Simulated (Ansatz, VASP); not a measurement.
## One calculation of PbS (Galena), two programs

```xyz
2
Lattice="0.0000 2.9657 2.9657 2.9657 0.0000 2.9657 2.9657 2.9657 0.0000" Properties=species:S:1:pos:R:3 pbc="T T T"
Pb    0.0000    0.0000    0.0000
S     2.9657    2.9657    2.9657
```

Alike in both runs: task relaxation of cell and atoms; functional PBE; dispersion D4; k mesh 8 × 8 × 8; occupations fermi-dirac, width 0.05 eV; no spin polarisation.

|  | VASP | Ansatz |
| --- | --- | --- |
| version | VASP 6.6.1 | Ansatz 0.2.0 |
| potentials or method | VASP PAW PBE potentials, release 64 (Pb_d, S), cutoff 600 eV | all-electron LAPW, scalar-relativistic |

|  | VASP | Ansatz | Ansatz less VASP |
| --- | --- | --- | --- |
| relaxed volume (Å³/atom) | 26.15 | 26.15 | +0.005 |
| relaxed cell length with the largest relative difference (Å) | 4.197 | 4.198 | +0.0002 |

Ansatz ran all-electron here, so the differences hold the error of VASP's frozen core and of both bases.
